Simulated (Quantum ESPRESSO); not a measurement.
**BN (F-43m): from Born charge to LO-TO splitting**

Aim: work out the LO frequency and the static dielectric constant of BN (F-43m) from one linear-response run, then check them.

Main program and level: Quantum ESPRESSO 7.5; DFT LDA, scalar-relativistic, plane waves, PseudoDojo norm-conserving pseudopotentials.

### Step 1. The structure

It takes space group F-43m (No. 216, cubic). The conventional cell has a = 3.581 Å, b = 3.581 Å, c = 3.581 Å, α = 90.00°, β = 90.00°, γ = 90.00°. Nearest to B lie 4 N at 1.55 Å. Nearest to N lie 4 B at 1.55 Å. Farther neighbours and most contacts between anions are not listed.

Coordinates:

```xyz
2
Lattice="0.0000 1.7907 1.7907 1.7907 0.0000 1.7907 1.7907 1.7907 0.0000" Properties=species:S:1:pos:R:3 pbc="T T T"
B     0.0000    0.0000    0.0000
N     2.6860    2.6860    2.6860
```

### Step 2. What the response run gave

A linear-response run on the relaxed cell, with the response to an electric field; only its zone-centre results are used. Cutoff 84 Ry, k mesh 10×10×10.

Output:

```text
[banners, grids, parts of the stress and lines that vanish by symmetry left out]
Program PHONON v.7.5
     Reading xml data from directory:

[...]
Exchange-correlation= PW
                           (   1   4   0   0   0   0   0)
[...]
kinetic-energy cut-off    =      84.0000  Ry
     charge density cut-off    =     336.0000  Ry
     convergence threshold     =      1.0E-18
[...]
Exchange-correlation= PW
                           (   1   4   0   0   0   0   0)
[...]
q = (   0.0000000   0.0000000   0.0000000 )
     25 Sym.Ops. (with q -> -q+G )
     G cutoff =  194.9107  (   7991 G-vectors)     FFT grid: ( 27, 27, 27)
     number of k points=    47
[...]
Mode symmetry, T_d (-43m)  point group:
[...]
Dielectric constant
[...]
End of electric fields calculation
          Dielectric constant in cartesian axis
          (       4.508443396       0.000000000      -0.000000000 )
          (       0.000000000       4.508443396       0.000000000 )
          (      -0.000000000       0.000000000       4.508443396 )
          Effective charges (d Force / dE) in cartesian axis without acoustic sum rule applied (asr)
           atom    1  B     Mean Z*:        1.87823
      Ex  (        1.87823        0.00000        0.00000 )
      Ey  (        0.00000        1.87823        0.00000 )
      Ez  (        0.00000        0.00000        1.87823 )
           atom    2  N     Mean Z*:       -1.87878
      Ex  (       -1.87878       -0.00000       -0.00000 )
      Ey  (       -0.00000       -1.87878        0.00000 )
      Ez  (       -0.00000        0.00000       -1.87878 )
          Effective charges Sum: Mean:       -0.00055
[...]
Effective charges (d Force / dE) in cartesian axis with asr applied:
           atom    1  B     Mean Z*:        1.87851
[...]
atom    2  N     Mean Z*:       -1.87851
[...]
Representation #   1 modes #   1   2   3
[...]
End of self-consistent calculation
     Convergence has been achieved
     Representation #   2 modes #   4   5   6
[...]
End of self-consistent calculation
     Convergence has been achieved
[...]
Dielectric constant in cartesian axis
          (       4.508443396       0.000000000      -0.000000000 )
          (       0.000000000       4.508443396       0.000000000 )
          (      -0.000000000       0.000000000       4.508443396 )
          Effective charges (d Force / dE) in cartesian axis without acoustic sum rule applied (asr)
           atom    1  B     Mean Z*:        1.87823
      Ex  (        1.87823        0.00000        0.00000 )
      Ey  (        0.00000        1.87823        0.00000 )
      Ez  (        0.00000        0.00000        1.87823 )
           atom    2  N     Mean Z*:       -1.87878
      Ex  (       -1.87878       -0.00000       -0.00000 )
      Ey  (       -0.00000       -1.87878        0.00000 )
      Ez  (       -0.00000        0.00000       -1.87878 )
          Effective charges Sum: Mean:       -0.00055
[...]
Effective charges (d Force / dE) in cartesian axis with asr applied:
           atom    1  B     Mean Z*:        1.87851
[...]
atom    2  N     Mean Z*:       -1.87851
[...]
q = (    0.000000000   0.000000000   0.000000000 )
[...]
freq (    1) =       0.045283 [THz] =       1.510466 [cm-1]
     freq (    2) =       0.045283 [THz] =       1.510466 [cm-1]
     freq (    3) =       0.045283 [THz] =       1.510466 [cm-1]
     freq (    4) =      32.037992 [THz] =    1068.672392 [cm-1]
     freq (    5) =      32.037992 [THz] =    1068.672392 [cm-1]
     freq (    6) =      32.037992 [THz] =    1068.672392 [cm-1]
[...]
Mode symmetry, T_d (-43m)  point group:
     freq (   1-   3) =          1.5  [cm-1]   --> T_2  G_15 P_4   I+R
     freq (   4-   6) =       1068.7  [cm-1]   --> T_2  G_15 P_4   I+R

   JOB DONE.
```

```csv
quantity,value
cell volume Ω (Å³),11.483
mass of B (u),10.810
mass of N (u),14.007
"Born charge of B, raw (e)",1.878
"Born charge of N, raw (e)",-1.879
ε∞,4.508
ω(TO) after the sum rule (cm⁻¹),1068.7
```

### Step 3. The calculation

The charges must sum to zero over the cell; taking off their mean, 0.000 e, leaves Z* = 1.879 e on B. In the polar mode B moves against N, so the reduced mass is μ = 10.81 × 14.01 / 24.82 = 6.101 u.

A longitudinal wave builds up a field that adds to the restoring force: ω(LO)² = ω(TO)² + 4π Z*² / (μ Ω ε∞), in Hartree atomic units. With μ = 11122 electron masses and Ω = 77.49 bohr³ the second term is 1.1412e-05 Ha², or 549702 cm⁻² (1 Ha = 219474.6 cm⁻¹).

So ω(LO) = √(1142056 + 549702) = 1300.7 cm⁻¹, and by the Lyddane-Sachs-Teller relation ε₀ = ε∞ (ω(LO)/ω(TO))² = 6.68.

### Step 4. Check against the program

The analysis program adds the same non-analytic term to the full matrix, here for q along (1 0 0).

Output:

```text
[banner, memory and clock lines left out]
Program DYNMAT v.7.5

     Reading Dynamical Matrix from file g.dyn
     ...Force constants read
     ...epsilon and Z* read

     Polarizability (A^3 units)
     multiply by 0.460940 for Clausius-Mossotti correction
         3.206102    0.000000   -0.000000
         0.000000    3.206102    0.000000
        -0.000000    0.000000    3.206102

     IR activities are in (D/A)^2/amu units

# mode   [cm-1]    [THz]      IR
    1     -0.00   -0.0000    0.0000
    2      0.00    0.0000    0.0000
    3      0.00    0.0000    0.0000
    4   1068.67   32.0380   13.3436
    5   1068.67   32.0380   13.3436
    6   1300.68   38.9933   13.3436
```

ε₀ comes from the program's run without a direction of q.

```csv
quantity,by hand,program
ω(LO) (cm⁻¹),1300.7,1300.7
ε₀,6.68,6.68
```

### Step 5. What came out

| Property | Result |
| --- | --- |
| TO mode | 1069 cm⁻¹ |
| LO mode | 1301 cm⁻¹ |
| static dielectric constant | 6.678 |

**Reading.** The LO mode of BN (F-43m) lies at 1301 cm⁻¹, 232 cm⁻¹ above the TO mode; the formula meets the program within 0.1 cm⁻¹, as it must for a cubic crystal with one polar mode. ω(LO)² − ω(TO)² goes with Z*²/ε∞: an error of 5 % in ε∞ would move the LO mode by 10.1 cm⁻¹, and semilocal functionals tend to overestimate ε∞. These are harmonic values at zero temperature, at the volume of this functional, for the structure held cubic; stability elsewhere in the zone is no part of this calculation.

[Host names and launcher messages were left out of these logs when they were recorded.]

[Logs are printed without paths, hosts, clocks, repeated set-up lines and the standing remarks that a program may print on its own settings, such as how far it seeks lower states.]

[Hosts, paths, dates, database ids (printed as entryN), source tags and the programs' standing remarks are cut or masked in the printed files.]
